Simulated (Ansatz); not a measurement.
Runs of Ansatz 0.2.0 on MgS. The structure is hexagonal, space group P6_3mc (No. 186). Conventional cell: a = 4.035 Å, b = 4.035 Å, c = 6.432 Å, α = 90.00°, β = 90.00°, γ = 120.00°. Around S (site symmetry 3m) lie 4 Mg at 2.45 to 2.47 Å. Around Mg (site symmetry 3m) lie 4 S at 2.45 to 2.47 Å. The cell comes from a database or a generator and needn't be the stable form of this composition.

```csv
task,level,potentials or basis,cutoff (eV),smearing,basis error allowed,gap on the mesh (eV),pressure (GPa),largest force (eV/Å)
band structure,PBEsol,"all-electron LAPW, scalar-relativistic",192,fermi-dirac 0.05 eV,0.002 eV/atom,3.27,-0.3,0.04
band structure,LDA,"all-electron LAPW, scalar-relativistic",192,fermi-dirac 0.05 eV,0.002 eV/atom,3.15,(a),0.05
phonons,PBEsol,"all-electron LAPW, scalar-relativistic",205,fermi-dirac 0.05 eV,0.002 eV/atom,3.27,-,0.04
band structure,PBEsol,"all-electron LAPW, non-relativistic",192,fermi-dirac 0.05 eV,0.002 eV/atom,3.35,-0.3,0.04
dielectric tensor,PBEsol,all-electron PAW datasets made for the crystal,220,fixed,-,3.27,-,-
single point,PBEsol,"all-electron LAPW, scalar-relativistic",209,fermi-dirac 0.05 eV,0.001 eV/atom,3.27,-0.3,0.04
band structure,PBEsol,all-electron PAW datasets made for the crystal,200,fermi-dirac 0.05 eV,-,3.27,-0.3,0.04
```

Alike in all rows: no spin polarisation; cell as given; k mesh 8 × 8 × 4.

Problem. Estimate the missing entries.

Solution. (a) -2.1.

A k mesh can miss the band edges.

Not every run made on this cell is shown here.
